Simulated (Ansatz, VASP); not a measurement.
**BN: VASP beside Ansatz**

```
CELL_PARAMETERS angstrom
0.00000 1.80750 1.86173
1.80750 0.00000 1.86173
1.80750 1.80750 0.00000
ATOMIC_POSITIONS crystal
B 0.00000 0.00000 0.00000
N 0.25000 0.25000 0.25000
```

Change from the starting cell: z stretched by +3 %, ions relaxed.

Alike in both runs: functional PBE; k mesh 14 × 14 × 14; occupations fermi-dirac, width 0.02 eV; no spin polarisation.

Ansatz relaxed the structure, and its values are those at the end. VASP's run is a single point on that final structure, the one shown.

|  | VASP | Ansatz |
| --- | --- | --- |
| version | VASP 6.6.1 | Ansatz 0.2.0 |
| potentials or method | VASP PAW PBE potentials, release 64 (B, N) | plane-wave PAW, scalar-relativistic |
| plane-wave cutoff (eV) | 520 | 420 |
| valence electrons in the cell | 8 | 8 |

Ansatz gave:

```
gap on the k mesh at the Fermi level (eV) : 4.18
pressure (GPa)                            : -7.7
```

Question: Which values does VASP return?

Answer: gap on the k mesh at the Fermi level (eV): 4.17; pressure (GPa): -7.5.

Ansatz warned: «stress_scf_threshold_loose».

A k mesh can miss the band edges.
